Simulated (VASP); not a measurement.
AlGa7N8:

```xyz
16
Lattice="0.0000 0.0000 -5.1492 3.1697 5.4900 0.0000 3.1697 -5.4900 0.0000" Properties=species:S:1:pos:R:3 pbc="T T T"
Al    1.5848   -0.9150    0.0000
Ga    3.1697   -3.6600    0.0000
Ga    3.1697    1.8300    0.0000
Ga    4.7545   -0.9150    0.0000
Ga    3.1697   -1.8300   -2.5746
Ga    1.5848    0.9150   -2.5746
Ga    4.7545    0.9150   -2.5746
Ga    3.1697    3.6600   -2.5746
N     1.5848   -0.9150   -3.2183
N     3.1697   -3.6600   -3.2183
N     3.1697    1.8300   -3.2183
N     4.7545   -0.9150   -3.2183
N     3.1697   -1.8300   -0.6437
N     1.5848    0.9150   -0.6437
N     4.7545    0.9150   -0.6437
N     3.1697    3.6600   -0.6437
```

The cell was built by a generator and needn't be a form met in nature.

```yaml
Program: VASP 6.6.1
Task: relaxation of cell and atoms
Functional: PBEsol
Potentials_or_basis: VASP PAW PBE potentials, release 64 (Al, Ga_d, N)
Cutoff: 600 eV
k_mesh: 6 × 6 × 5
Occupations: gaussian, width 0.03 eV
Spin: no spin polarisation
```

At the start: pressure 0.8 GPa; volume 11.20 Å³/atom.

Task: Where does the relaxation end?

Result: Over 11 steps the energy falls by 5.0 meV/atom and the volume is 11.24 Å³/atom (+0.3 %); space group P3m1 (No. 156, to 0.05 Å).

The path:
```tsv
step	energy change (eV)	largest force (eV/Å)	pressure (GPa)	volume (Å³)
1	0.0000	0.8975	0.76	179.21
2	-0.0692	0.2396	-0.79	180.59
3	-0.0718	0.2441	-0.58	180.36
4	-0.0789	0.0716	0.32	179.50
5	-0.0794	0.0656	0.12	179.68
6	-0.0800	0.0331	-0.04	179.84
7	-0.0801	0.0305	-0.02	179.82
8	-0.0801	0.0312	-0.04	179.82
9	-0.0801	0.0129	0.03	179.78
10	-0.0801	0.0113	0.03	179.77
11	-0.0801	0.0051	-0.06	179.82
```

Final structure:
```
Al Ga N
1.0
     0.00000    0.00000   -5.16152
     3.17126    5.49279    0.00000
     3.17126   -5.49279    0.00000
Al Ga N
1 7 8
Direct
  0.00159 0.16667 0.33333
  0.00115 0.16725 0.83362
  0.00115 0.66638 0.33275
  0.00115 0.66638 0.83362
  0.50060 0.33254 0.66508
  0.50060 0.33254 0.16746
  0.50100 0.83333 0.66667
  0.50060 0.83492 0.16746
  0.63351 0.16667 0.33333
  0.62320 0.16723 0.83362
  0.62320 0.66638 0.33277
  0.62320 0.66638 0.83362
  0.12173 0.32995 0.65990
  0.12173 0.32995 0.17005
  0.12386 0.83333 0.66667
  0.12173 0.84010 0.17005
```

Caveat: the PAW data sets were made with another functional, which shifts forces and pressure a little.
